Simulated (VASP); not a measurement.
Re, 5 atoms in the cell. The cell holds a slab with vacuum, 5 atoms: a = 2.793 Å, b = 2.793 Å, c = 24.122 Å, α = 90.00°, β = 90.00°, γ = 120.00°. The slab is cut from a database's or a generator's crystal, which needn't be the stable form of the element.

```yaml
Program: VASP 6.6.1
Task: relaxation of the atoms
Functional: PBE
Potentials_or_basis: VASP PAW PBE potentials, release 64 (Re)
Cutoff: 520 eV
k_mesh: 8 × 8 × 1
Occupations: fermi-dirac, width 0.05 eV
Spin: no spin polarisation
Dipole_correction: yes
Atoms_held_fixed_from_0: "[0, 1]"
Further_INCAR_settings: ALGO = Normal; EDIFF = 1e-06; IBRION = 2; EDIFFG = -0.02; NSW = 40
```

Potentials or basis: VASP PAW PBE potentials, release 64 (Re).

The run is started by

```bash
$ cat potpaw_PBE.64/Re/POTCAR > POTCAR
$ mpirun -np 1 vasp_std > vasp.out
```

Hardware: 1 thread of Intel(R) Xeon(R) Platinum 8488C (Sapphire Rapids) (shared host).

Estimate the wall time of this run.

Run time: 11 min on 1 thread of Intel(R) Xeon(R) Platinum 8488C (Sapphire Rapids), on a shared host, peak memory 0.31 GiB. Counts: scf iterations 268, k points 10, ion steps 11.
